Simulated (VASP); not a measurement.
A run of VASP 6.6.1 is set up as follows.

INCAR

```
PREC = Accurate
ENCUT = 520
EDIFF = 1E-8
ISMEAR = 0
SIGMA = 0.03
LREAL = False
LASPH = True
NELM = 80
ALGO = Fast
ISIF = 2
LWAVE = False
LCHARG = False
GGA = PE
LEPSILON = True
KPAR = 4
```

KPOINTS

```
Automatic mesh
0
Gamma
  12 12 3
```

The input POSCAR:

```
MoSe2                                   
1.0
    3.2786626285      0.0000000000      0.0000000000
   -1.6393313142      2.8394051267      0.0000000000
    0.0000000000      0.0000000000     12.7250115930
  Mo              Se            
     2     4
Direct
     0.3333333332999970    0.6666666667000030    0.2500000000000000
     0.6666666667000030    0.3333333332999970    0.7500000000000000
     0.3333333332999970    0.6666666667000030    0.6183309793776672
     0.6666666667000030    0.3333333332999970    0.1183309793776672
     0.3333333332999970    0.6666666667000030    0.8816690206223328
     0.6666666667000030    0.3333333332999970    0.3816690206223328
```

Potentials or basis: VASP PAW PBE potentials, release 64 (Mo_sv, Se).

Command:

```sh
$ cat potpaw_PBE.64/Mo_sv/POTCAR potpaw_PBE.64/Se/POTCAR > POTCAR
$ mpirun -np 4 vasp_std > vasp.out
```

Task: Predict the electronic dielectric tensor (diagonal).

Result: 17.09, 17.09, 8.95.

Task: Estimate the Born charges (mean of the diagonal).

Result: Mo -1.57; Se +0.78 e.

Task: Predict the band gap on the k mesh.

Result: 0.76 eV, indirect (least direct gap 1.46 eV).

Electronic dielectric tensor:
```
17.09  0.00  0.00
 0.00 17.09  0.00
 0.00  0.00  8.95
```

Caveat: an odd mesh through Γ misses points on the zone boundary, where band edges often lie. PBE gaps usually lie below the measured ones, often by a third to a half.
